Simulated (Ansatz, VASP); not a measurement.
**Two plane-wave programs on Pd**

```
Pd
1.0
    -1.57228    1.57228    1.57228
     1.57228   -1.57228    1.57228
     1.57228    1.57228   -1.57228
Pd
1
Direct
  0.00000 0.00000 0.00000
```

This isn't the form of Pd at room conditions, which is fcc.

Alike in both runs: functional PBEsol; dispersion D4; k mesh 12 × 12 × 12; occupations fermi-dirac, width 0.02 eV; no spin polarisation.

|  | VASP | Ansatz |
| --- | --- | --- |
| version | VASP 6.6.1 | Ansatz 0.2.0 |
| potentials or method | VASP PAW PBE potentials, release 64 (Pd) | Ansatz PAW |
| plane-wave cutoff (eV) | 520 | 420 |
| valence electrons in the cell | 10 | 18 |
| task | single point | electron localisation function |

```csv
,VASP,Ansatz,Ansatz less VASP
gap on the k mesh at the Fermi level (eV),none,none,-
pressure (GPa),-13.1,-12.7,+0.38
dispersion energy (meV/atom),-272.9,-273.0,-0.13
```

A gap of «none» marks a metal or a gap that the smearing closes. The two sets of potentials don't hold the same shells in valence.

Caveats: pairwise dispersion overbinds metals, which lowers pressure and volume; the PAW data sets were made with another functional, which shifts forces and pressure a little (VASP); the PAW data sets come from PBE, with cores solved anew for the run's functional, which leaves a small shift of forces and pressure (Ansatz).
